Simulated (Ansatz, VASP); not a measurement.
## Two plane-wave programs on HgTe

File INCAR:

```
SYSTEM = HgTe
ALGO = Normal
EDIFF = 1E-7
EDIFFG = -0.01
ENCUT = 600
GGA = PE
IBRION = 2
ISIF = 3
ISMEAR = -1
LASPH = .TRUE.
LCHARG = .FALSE.
LREAL = .FALSE.
LWAVE = .FALSE.
NELM = 60
NSW = 80
PREC = Accurate
SIGMA = 0.1
```

File KPOINTS:

```
k-points
0
G
  9 9 9
  0 0 0
```

File POSCAR:

```
HgTe
1.0
    0.0000000000      3.1800000000      3.1800000000
    3.1800000000      0.0000000000      3.1800000000
    3.1800000000      3.1800000000      0.0000000000
Hg Te
1 1
Direct
    0.0000000000      0.0000000000      0.0000000000
    0.5000000000      0.5000000000      0.5000000000
```

Input for Ansatz:

```yaml
crystal:
  lattice:
    - [0.0, 3.18, 3.18]
    - [3.18, 0.0, 3.18]
    - [3.18, 3.18, 0.0]
  atoms:
    - { symbol: Hg, position: [0.0, 0.0, 0.0] }
    - { symbol: Te, position: [0.5, 0.5, 0.5] }
  symmetry: { tolerance: 0.0003 }
hamiltonian:
  xc: pbe
  pseudopotentials: { kind: paw, azcp: { folder: soft_1 } }
basis:
  ecutwfc: 420
magnetization:
  spin_polarized: false
scf:
  occupations: { method: fermi_dirac, width: 0.1 }
kpoints:
  mp_grid: { grid: [9, 9, 9], shift: [0, 0, 0] }
output:
  forces: true
  stress: true
  eigenvalues: true
relax:
  max_steps: 60
  cell: {}
```

Measurements of this composition are mostly on another form, of space group No. 216.

Alike in both runs: task relaxation of cell and atoms; functional PBE; k mesh 9 × 9 × 9; occupations fermi-dirac, width 0.1 eV; no spin polarisation.

|  | VASP | Ansatz |
| --- | --- | --- |
| version | VASP 6.6.1 | Ansatz 0.2.0 |
| potentials or method | VASP PAW PBE potentials, release 64 (Hg, Te) | PAW plane waves |
| plane-wave cutoff (eV) | 600 | 420 |
| valence electrons in the cell | 18 | 36 |

|  | VASP | Ansatz | Ansatz less VASP |
| --- | --- | --- | --- |
| gap on the k mesh at the Fermi level, each at its own relaxed structure (eV) | none | none | - |
| relaxed volume (Å³/atom) | 29.06 | 28.98 | -0.080 |
| relaxed cell length with the largest relative difference (Å) | 4.348 | 4.344 | -0.0040 |
| energy change over the relaxation (meV/atom) | -38 | -40 | -2.0 |

A gap of «none» marks a metal or a gap that the smearing closes. The two sets of potentials don't hold the same shells in valence.

Spin-orbit coupling is left out, which matters for the levels of Hg, Te.
